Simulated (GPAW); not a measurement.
**BaTiO3: changing the volume of the cell**

```xyz
5
Lattice="3.9998 0.0000 0.0000 0.0000 3.9998 0.0000 0.0000 0.0000 4.0180" Properties=species:S:1:pos:R:3 pbc="T T T"
Ba    0.0000    0.0000    0.0000
Ti    1.9999    1.9999    1.9688
O     0.0000    1.9999    2.0773
O     1.9999    0.0000    2.0773
O     1.9999    1.9999    0.0763
```

The cell comes from a database or a generator and needn't be the form met in nature.

Kept alike: task dielectric tensor; functional PBE; k mesh 6 × 6 × 6; occupations fermi-dirac, width 0.001 eV; no spin polarisation. Program: GPAW, GPAW PAW data sets (gpaw-data 1.2.1), cutoff 650 eV. The mesh is that of the run's cell of 5 atoms. No spin-orbit coupling.

```tsv
volume of cell, f (times the cell shown)	band gap (eV)	free energy over the lowest row (meV/atom)
0.94	1.941	51.38
0.96	?	?
0.98	1.854	12.79
1	1.812	3.37
1.02	1.769	0.00
1.04	1.728	1.43
1.06	1.686	7.62
```

The cell shown is the unstrained one; x, y and z are its Cartesian axes; atoms keep their fractions. A gap read on the mesh alone can miss an edge between its points.

Q: Fit the rows shown and predict the run at 0.96 times the cell shown.

A: A least-squares line through the rows shown is band gap = -2.12286 f + 3.9353 (largest miss 0.0012); at f = 0.96 it gives 1.897 eV. A least-squares cubic through the rows shown is free energy = -13410.3 f³ + 47467.6 f² - 55020.7 f + 20966.9 (largest miss 0.103); at f = 0.96 it gives 28.54 meV/atom. The run gave: band gap 1.898 eV; free energy over the lowest row 28.39 meV/atom.

The gap narrows almost linearly as the cell expands, from 1.941 to 1.686 eV, and the withheld run falls on the same line. The edges are mainly O 2p and Ti 3d states. In this ionic lattice the Madelung potential lowers the former and raises the latter, so longer distances weaken that separation. Reduced p–d hybridisation probably contributes too. The absolute gaps lie well below the measured one, as expected of a semilocal functional lacking the derivative discontinuity, so the trend is more trustworthy than the values.

The energy is lowest near 1.02 times the cell shown, which suggests the usual slight overexpansion by PBE if that cell is close to the experimental one. It climbs more steeply on compression, where short-range repulsion between closed shells grows quickly, hence the need for a cubic term. Because the polar off-centring of Ti is merely scaled with the cell, the curve doesn't show how ferroelectricity responds to volume; relaxing it could alter the slope of the gap.
